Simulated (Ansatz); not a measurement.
# Al (Im-3m) in Ansatz: single point with PBEsol

Aim: the single point of Al with PBEsol.

All numbers are computed with Ansatz 0.2.0; they aren't measurements. Logs are shortened: lines on timing, memory, paths and dates and some standing lists are left out, and cuts for length are marked.

## 1. The cell of the first run

The structure is cubic, space group Im-3m (No. 229). Conventional cell: a = 3.182 Å, b = 3.182 Å, c = 3.182 Å, α = 90.00°, β = 90.00°, γ = 90.00°. Al (site symmetry m-3m) has 8 Al at 2.76 Å as nearest neighbours.

This isn't the form of Al at room conditions, which is fcc.

## 2. Single point, PBEsol (strain_z_fixed_volume = 0)

input.yaml reads:

```yaml
crystal:
  lattice:
    - [-1.59121869, 1.59121869, 1.59121869]
    - [1.59121869, -1.59121869, 1.59121869]
    - [1.59121869, 1.59121869, -1.59121869]
  atoms:
    - { symbol: Al, position: [0.0, 0.0, 0.0] }
kpoints:
  mp_grid: { grid: [12, 12, 12] }
scf:
  occupations: { method: fermi_dirac, width: 0.05 }
hamiltonian:
  xc: pbesol
  pseudopotentials: { kind: all_electron, lapw: { basis_error: 0.001 } }
output:
  forces: true
  stress: true
  eigenvalues: true
```

Potentials or basis: all-electron LAPW, scalar-relativistic.

The run is started by

```bash
$ ansatz run input.yaml --threads 1 --pin off --max-ram 3072MiB --backend cpu --events-out ev --progress --plain --runs-dir out
```

Standard output:

```text
Warning: RAYON_NUM_THREADS=1 ignored (pool sized by the plan → 1); use --threads N
LAPW: plane waves up to 6.223 Å⁻¹, error target 1.0e-3 eV per atom; small_component_spin mean_spin; Al in spheres of 1.378 Å, 11 of its electrons in bands, Dirac shells [] (how accurate: hamiltonian.pseudopotentials.lapw.basis_error, Limitations)
Engine: ansatz 0.2.0, aarch64-unknown-linux-gnu
Pseudopotentials: kind: all_electron
Pseudopotential: Al, LAPW, valence charge 11, lapw/all_electron/scalar/gaussian/Al, Koelling and Harmon's equation, gaussian nucleus
Functional definition: PBEsol
  exchange = pbesol_x
  correlation = pbesol_c
Crystal: 1 atoms, lattice volume = 16.116 Å³
Basis set: ecut = 147.56548177878665 eV, 55 PW (Γ), exchange–correlation at level 2
Bands: 10, of which v1, the nominal top of the filled ones, is band 6 counted from 1 (5 counted from 0)
Symmetry: 48 space group operations
Space group: Im-3m (ITA 229), of the structure as read, at distance tolerance 2.5e-5 Å
k-points: 72 of 1728
Non-local potential: Al, projectors of the file, none
Initial density: superposition of atomic densities (chi_scale 0.1, normalization cell)
Initial wavefunctions: plane waves of lowest kinetic energy (no species holds an atomic orbital)
Functional: x = pbesol(κ = 0.804, μ = 0.12345679012345678), c = pbesol(β = 0.046)
iter 1 solved again at ethr=1.25e-4 eV; its pass at ethr=1.00e-1 eV (dr2=1.38e-2 eV) is discarded
SCF iter   1: F=—  HF=-6594.502237 eV  |F-HF|=—  |Δ(HF+E_count)|=         —  Δρ=1.15e-2  dr2=1.39e-2  ethr=1.25e-4  ⟨swp⟩=3.2  Hψ=5539  notcnv=0
preconditioner: auto → none  [metal: Δε(μ)=0.031 eV  Ē_g=13.474 eV  σ=0.050 eV  W_gap=0.15  n_scr=0 (ndim 8)  ℏωp=16.0 eV  f_vac=0.000  D(μ)=0.52/eV (n_scr^D=0)]
SCF iter   2: F=—  HF=-6594.478448 eV  |F-HF|=—  |Δ(HF+E_count)|=   2.38e-2  Δρ=5.07e-3  dr2=2.62e-3  ethr=1.25e-4  ⟨swp⟩=2.0  Hψ=2023  notcnv=0
iter 3 solved again at ethr=4.08e-8 eV; its pass at ethr=2.38e-5 eV (dr2=4.49e-6 eV) is discarded
SCF iter   3: F=—  HF=-6594.473543 eV  |F-HF|=—  |Δ(HF+E_count)|=   4.91e-3  Δρ=2.56e-4  dr2=4.52e-6  ethr=4.08e-8  ⟨swp⟩=2.7  Hψ=3624  notcnv=0
SCF iter   4: F=—  HF=-6594.473529 eV  |F-HF|=—  |Δ(HF+E_count)|=   1.39e-5  Δρ=7.31e-5  dr2=4.75e-7  ethr=4.08e-8  ⟨swp⟩=2.0  Hψ=1964  notcnv=0
SCF iter   5: F=-6594.473529 eV  HF=-6594.473529 eV  |F-HF|=3.64e-11  |Δ(HF+E_count)|=   3.33e-7  Δρ=1.18e-6  dr2=9.78e-11  ethr=4.32e-9  ⟨swp⟩=2.0  Hψ=1964  notcnv=0
SCF 1 converged in 5 iterations: F = -6594.473529 eV  dr2 = 9.78e-11
SCF converged after 5 iterations
Free energy (F): -6594.473529 eV
Harris-Foulkes:  -6594.473529 eV  (|F-HF|=3.64e-11)
Internal energy: -6594.469411 eV  (E = F + TS)
E sigma→0 (E₀):  -6594.471470 eV
Entropy (-TS):   -0.004118 eV (-4.118 meV/atom)
Fermi energy:    10.038583 eV
--- Per-component energies (eV) ---
  E_band       = -496.968612
  E_kinetic    = 6607.074487
  E_xc         = -493.914030
  E_electrostatic = -12707.629869  (all electrons and nuclei)
  E_smearing   = -0.004118  (= −TS)
  E_closure    = 0.000000  (closes the sum)
  E_atoms      = -6590.488843  (free atoms, spherical and without spin; not in F)
  Σ components = -6594.473529   (vs F -6594.473529, Δ=0.00e0)
  Basis errors (estimates in eV, not in F): energy 3.3e-4 per atom: plane waves 3.0e-4 (1.6e-4 summed), levels above the bands 4.5e-124, relativity 2.4e-8, radial functions 2.2e-5, core shells 1.2e-16; eigenvalues (radial functions only) 1.1e-4; not estimated: angular momenta, meshes, grids; target (lapw.basis_error) 1.0e-3; muffin-tin radii Al 1.378 Å
--- Forces (eV/Å), atoms counted from 1 ---
  atom   1  Al    -0.00000000    -0.00000000     0.00000000
  max |Σ_I F_I| component: 1.23e-32 eV/Å
--- Stress (GPa, compression-positive) ---
        2.262862      -0.000000      -0.000000
       -0.000000       2.262862      -0.000000
       -0.000000      -0.000000       2.262862
  P = ⅓ Tr σ = 2.2629 GPa (22.629 kbar)
--- Band table (eV; the first three rows and the last of 72) ---
  k-point 0: bands = ["-92.9621", "-54.6288", "-54.6288", "-54.6288", "-1.2330", "23.4486", "23.4486", "23.4486", "25.0662", "25.0662"]
  k-point 1: bands = ["-92.9618", "-54.6306", "-54.6295", "-54.6288", "-1.0300", "21.2835", "22.2975", "22.6855", "24.2415", "25.2566"]
  k-point 2: bands = ["-92.9612", "-54.6354", "-54.6313", "-54.6287", "-0.4227", "17.8262", "20.9107", "21.3200", "22.8989", "24.0936"]
  k-point 71: bands = ["-92.9556", "-54.6491", "-54.6491", "-54.6491", "11.9592", "11.9592", "11.9592", "13.0072", "13.0072", "15.9137"]
```

Run time: 2.2 s. Hardware: 1 thread of Arm Neoverse V1, shared host; peak memory 0.2 GiB.

What came out:

```yaml
Free_energy: -6594.4735 eV
Pressure: 2.3 GPa
Band_gap_on_the_k_mesh: none (metal or under the smearing width)
```

Levels at points of the mesh, in eV from the Fermi level:
```
              k point  band 5  band 6  band 7  band 8  band 9  band 10
   (0.00, 0.00, 0.00)  -11.27   13.41   13.41   13.41   15.03    15.03
  (0.00, 0.00, -0.50)   -4.39   -3.87    8.34    8.34   10.15    11.63
(-0.50, -0.50, -0.50)    1.92    1.92    1.92    2.97    2.97     5.88
```
